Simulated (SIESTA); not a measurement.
The system is Pb.

```xyz
1
Lattice="0.0000 2.4750 2.4750 2.4750 0.0000 2.4750 2.4750 2.4750 0.0000" Properties=species:S:1:pos:R:3 pbc="T T T"
Pb    0.0000    0.0000    0.0000
```

```yaml
Program: SIESTA 5.4.2
Task: single point
Functional: PBE
Potentials_or_basis: PseudoDojo 0.4 standard (PBE files)
Basis: DZP (energy shift 0.002 Ry)
Grid_cutoff: 500 Ry
Energy_shift: 0.002 Ry
k_mesh: 9 × 9 × 9
Occupations: fermi-dirac, width 0.05 eV
Spin: no spin polarisation
```

On this cell: pressure 2.7 GPa; band gap on the k mesh none (metal or under the smearing width).

The same run follows on a disturbed copy (cell strained at random at fixed volume):

```
Pb
1.0
    -0.00696    2.46968    2.44843
     2.44759   -0.02698    2.46845
     2.45382    2.49594   -0.03322
Pb
1
Direct
  0.98764 0.00709 0.01656
```

Task: What changes?

Result: The energy (extrapolated to zero smearing) moves by +2.1 meV/atom; pressure 2.7 GPa; band gap on the k mesh none (metal or under the smearing width).

Stress tensor (GPa, compression positive):
```
2.89 0.00 0.18
0.00 2.56 0.77
0.18 0.77 2.71
```

Caveats: semicore shells carry a single zeta, which can move pressures by several GPa and volumes by a few percent; the basis of atomic orbitals isn't converged, which shifts pressures, moduli and gaps.
